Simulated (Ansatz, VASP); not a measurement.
## LiF: VASP beside Ansatz

INCAR

```
  PREC = Accurate
  ENCUT = 520
  EDIFF = 1E-7
  ISMEAR = 0
  SIGMA = 0.05
  LREAL = False
  LASPH = True
  NELM = 80
  ALGO = Normal
  ISIF = 2
  LWAVE = False
  LCHARG = True
  GGA = PE
  IVDW = 13
  LELF = True
  LVHAR = True
  NBANDS = 12
```

The input KPOINTS:

```
regular mesh
0
Gamma
  10 10 10
```

File POSCAR:

```
LiF
1.0
    0.0000000000      2.0356904385      2.0356904385
    2.0356904385      0.0000000000      2.0356904385
    2.0356904385      2.0356904385      0.0000000000
Li F
1 1
Direct
    0.0000000000      0.0000000000      0.0000000000
    0.5000000000      0.5000000000      0.5000000000
```

Input for Ansatz:

```yaml
crystal:
  lattice:
    - [0.0, 2.0356904385, 2.0356904385]
    - [2.0356904385, 0.0, 2.0356904385]
    - [2.0356904385, 2.0356904385, 0.0]
  atoms:
    - { symbol: Li, position: [0.0, 0.0, 0.0] }
    - { symbol: F, position: [0.5, 0.5, 0.5] }
basis:
  ecutwfc: 420
  ecutrho_ratio: 4
kpoints:
  mp_grid: { grid: [10, 10, 10] }
hamiltonian:
  xc: pbe
  dispersion: d4
scf:
  occupations: { method: gaussian, width: 0.05 }
output:
  forces: true
  stress: true
  eigenvalues: true
```

Alike in both runs: task single point; functional PBE; dispersion D4; k mesh 10 × 10 × 10; occupations gaussian, width 0.05 eV; no spin polarisation.

|  | VASP | Ansatz |
| --- | --- | --- |
| version | VASP 6.6.1 | Ansatz 0.2.0 |
| potentials or method | VASP PAW PBE potentials, release 64 (Li_sv, F) | scalar-relativistic, plane waves, PAW |
| plane-wave cutoff (eV) | 520 | 420 |
| valence electrons in the cell | 10 | 10 |

```csv
,VASP,Ansatz,Ansatz less VASP
gap on the k mesh at the Fermi level (eV),8.81,8.81,+0.002
least direct gap on the mesh (eV),8.81,8.81,+0.002
dispersion energy (meV/atom),-60.7,-60.7,-0.03
```

 A hybrid or GW would open this gap; PBE tends to underestimate it. A k mesh can miss the band edges.
